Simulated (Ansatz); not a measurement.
# TaN: the cost of one run

Computed with Ansatz 0.2.0 (DFT PBE+U (U_eff = 7 eV on Ta d), plane waves, PAW, no spin–orbit coupling unless a run says so, unless a step's input says otherwise).

4 further runs of the same task are left out: 4 that didn't finish. Runs told in other sessions of the task aren't counted.

## 1. Starting point

Symmetry: P6_3/mmc, No. 194, hexagonal system. The conventional cell has a = 3.048 Å, b = 3.048 Å, c = 4.918 Å, α = 90.00°, β = 90.00°, γ = 120.00°. Ta (site symmetry -3m) is surrounded by 6 N at 2.15 Å and 2 Ta at 2.46 Å. N (site symmetry -6m2) is surrounded by 6 Ta at 2.15 Å.

Structure file:

```xyz
4
Lattice="3.0480 0.0000 0.0000 -1.5240 2.6396 0.0000 0.0000 0.0000 4.9180" Properties=species:S:1:pos:R:3 pbc="T T T"
Ta    0.0000    0.0000    0.0000
Ta    0.0000    0.0000    2.4590
N     0.0000    1.7598    1.2295
N     1.5240    0.8799    3.6885
```

An earlier series on this cell reached its lowest free state from «ferromagnetic start, free, natural orbitals of the symmetric run filled by rank», perhaps among other starts.

## 2. Total moment locked, 3.00 μB per cell

Input file input.yaml:

```yaml
crystal:
  lattice:
    - [3.04800184, 0.0, 0.0]
    - [-1.52400092, 2.63964703, 0.0]
    - [0.0, 0.0, 4.91799978]
  atoms:
    - { symbol: Ta, position: [0.0, 0.0, 0.0], spin: 1.5 }
    - { symbol: Ta, position: [0.0, 0.0, 0.5], spin: 1.5 }
    - { symbol: "N", position: [0.3333333333, 0.6666666667, 0.25] }
    - { symbol: "N", position: [0.6666666667, 0.3333333333, 0.75] }
basis:
  ecutwfc: 420
  ecutrho_ratio: 4
kpoints:
  mp_grid: { grid: [7, 7, 4] }
hamiltonian:
  xc: pbe
  hubbard:
    sites:
      - { site: 0, l: d, u_eff: 7.0, starting_ns: [{ spin: up, occupation_matrix: s0up }, { spin: down, occupation_matrix: s0down }] }
      - { site: 1, l: d, u_eff: 7.0, starting_ns: [{ spin: up, occupation_matrix: s1up }, { spin: down, occupation_matrix: s1down }] }
    occupation_matrices:
      s0up:
        matrix:
          - [0.02, 0.0, 0.0, 0.0, 0.0]
          - [0.0, 0.45406, 0.0, 0.0, -0.47323]
          - [0.0, 0.0, 0.45406, -0.47323, 0.0]
          - [0.0, 0.0, -0.47323, 0.53594, 0.0]
          - [0.0, -0.47323, 0.0, 0.0, 0.53594]
      s0down:
        matrix:
          - [0.02, 0.0, 0.0, 0.0, 0.0]
          - [0.0, 0.02, 0.0, 0.0, 0.0]
          - [0.0, 0.0, 0.02, 0.0, 0.0]
          - [0.0, 0.0, 0.0, 0.02, 0.0]
          - [0.0, 0.0, 0.0, 0.0, 0.02]
      s1up:
        matrix:
          - [0.02, 0.0, 0.0, 0.0, 0.0]
          - [0.0, 0.45406, 0.0, 0.0, 0.47323]
          - [0.0, 0.0, 0.45406, 0.47323, 0.0]
          - [0.0, 0.0, 0.47323, 0.53594, 0.0]
          - [0.0, 0.47323, 0.0, 0.0, 0.53594]
      s1down:
        matrix:
          - [0.02, 0.0, 0.0, 0.0, 0.0]
          - [0.0, 0.02, 0.0, 0.0, 0.0]
          - [0.0, 0.0, 0.02, 0.0, 0.0]
          - [0.0, 0.0, 0.0, 0.02, 0.0]
          - [0.0, 0.0, 0.0, 0.0, 0.02]
    ns_hold: { iters: 8 }
scf:
  occupations: { method: gaussian, width: 0.05 }
  lower_state_search: "off"
  max_iter: 150
output:
  forces: true
  stress: true
  eigenvalues: true
  populations: true
  hubbard: { sites: [{ site: 0, l: d }, { site: 1, l: d }] }
magnetization:
  spin_polarized: true
  initial_magnetization: 3.0
  spin_locking: { lock_magnetization: hard }
```

The typed matrices are held for 8 cycles. The lock stays on to the end, so the result is a constrained state unless its moments die out.

On the command line:

```console
$ ansatz run input.yaml --threads 2 --pin off --max-ram 3072MiB --backend cpu --events-out ev --progress --plain --runs-dir out
```

**Question.** How long does this run take on 2 threads of Arm Neoverse N1, shared host, and how much memory does it need?

About 12 s, with a peak of 0.35 GiB.
